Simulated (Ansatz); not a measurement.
## BaS: elastic constants from stress and strain

```xyz
2
Lattice="0.0000 3.1938 3.1938 3.1938 0.0000 3.1938 3.1938 3.1938 0.0000" Properties=species:S:1:pos:R:3 pbc="T T T"
Ba    0.0000    0.0000    0.0000
S     3.1938    3.1938    3.1938
```

Atom numbers follow the list: Ba1, S2.

The cell is COD entry 9008600, as deposited and not checked against the literature; nothing was relaxed.

No spin–orbit coupling, which matters for the heavy atoms here.

These are results of DFT, LDA, all-electron LAPW, scalar-relativistic in Ansatz 0.2.0, not measurements.

Sampling and basis: a Γ-centred 7×7×7 k mesh, Fermi–Dirac smearing of 0.01 eV, basis error target 0.25 meV/atom, no spin polarisation.

The unstrained cell is at -2.47 GPa. Large strains and very small stresses are left out. Each strain is applied once, with fractional coordinates held (clamped ions), and σ below is the change of stress, positive in tension. One finite strain gives stress–strain coefficients at this pressure with an error of the order of the strain times third-order constants, a few per cent for each per cent of strain.

**Question.** With equal xy, yz and zx engineering shear strains of -1 %, the run gives σxy = -0.19 GPa and γxy = 2εxy = -0.0100. Which stiffness follows?

**Answer.** C44 (clamped ions) = σxy/γxy = 19 GPa.

**Question.** Estimate the stiffness probed by this change, and the stress that it gives: equal xy, yz and zx engineering shear strains of +1 %.

**Answer.** σxy = 0.20 GPa and γxy = 2εxy = 0.0100, so C44 (clamped ions) = σxy/γxy = 20 GPa.

**Question.** The two estimates of C44 (clamped ions) differ. Why, and which value is best?

**Answer.** Finite strains add third-order terms, which change sign with the strain; interpolating the two linearly to zero strain gives 20 GPa, the better value.
